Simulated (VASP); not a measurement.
## AlPt: equation of state with LDA

Crystal: AlPt.

```xyz
2
Lattice="3.0417 0.0000 0.0000 0.0000 3.0417 0.0000 0.0000 0.0000 3.0417" Properties=species:S:1:pos:R:3 pbc="T T T"
Pt    1.5209    1.5209    1.5209
Al    0.0000    0.0000    0.0000
```

Measurements of this composition are mostly on another form, of space group No. 198.

```json
{
 "Program": "VASP 6.6.1",
 "Task": "equation of state",
 "Functional": "LDA",
 "Potentials or basis": "VASP PAW LDA potentials, release 64 (Pt, Al)",
 "Cutoff": "520 eV",
 "k mesh": "8 × 8 × 8",
 "Occupations": "fermi-dirac, width 0.05 eV",
 "Spin": "no spin polarisation",
 "Ladder": "gaps",
 "Further INCAR settings": "ALGO = Fast; EDIFF = 1e-06"
}
```

The equilibrium volume is 14.07 Å³/atom and the bulk modulus is 214 GPa. The pressure derivative of the bulk modulus is 4.7 (rough: it moves with the points fitted).

Energy against volume, from the lowest point:
```
volume (Å³/atom)  energy (meV/atom)
          13.508              16.24
          13.790               3.91
          14.071               0.00
          14.352               3.63
          14.634              13.97
```

All runs of the series together: 43 s on 1 thread of AMD EPYC 7R13 Processor (Zen 3), on a shared host.

The run has no spin-orbit coupling, so splittings on Pt are missing.
